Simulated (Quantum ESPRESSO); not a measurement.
# Ti under changes of volume

One of the cells (17.636 Å³/atom); the others are scaled copies at fixed shape and fractional positions:

```xyz
2
Lattice="2.9500 0.0000 0.0000 -1.4750 2.5548 0.0000 0.0000 0.0000 4.6800" Properties=species:S:1:pos:R:3 pbc="T T T"
Ti    1.4750    0.8516    3.5100
Ti    0.0000    1.7032    1.1700
```

```yaml
Program: Quantum ESPRESSO 7.5
Functional: r2SCAN
Potentials_or_basis: SG15 PBE 1.2
Cutoff: 952 eV
Density_cutoff: 3810 eV
k_mesh: 8 × 8 × 4
Occupations: fermi-dirac, width 0.05 eV
Spin: no spin polarisation
```

```csv
volume (Å³/atom),energy over the lowest point (meV/atom),pressure (GPa)
16.577,?,?
16.930,3.05,2.7
17.283,0.00,0.1
17.636,2.41,-2.2
17.988,9.82,-4.4
18.341,21.78,-6.4
18.694,37.90,-8.1
```

Question: What does the run at 16.577 Å³/atom give?

Answer: Energy over the lowest point 12.08 meV/atom; pressure 5.5 GPa.

Worked out: A Birch-Murnaghan fit of order 3 (a polynomial in V^(-2/3)) to the other rows has its minimum at 17.30 Å³/atom with B0 = V·E''(V) = 121 GPa and B' = 3.6 at fixed shape and positions, which overstates the stiffness. It gives 12.13 meV/atom at 16.577 Å³/atom, against the run's 12.08, and -dE/dV = 5.6 GPa, against 5.5.

Energies are extrapolated to zero smearing.

Caveats: the potentials were made for another functional, which shifts forces and pressure.
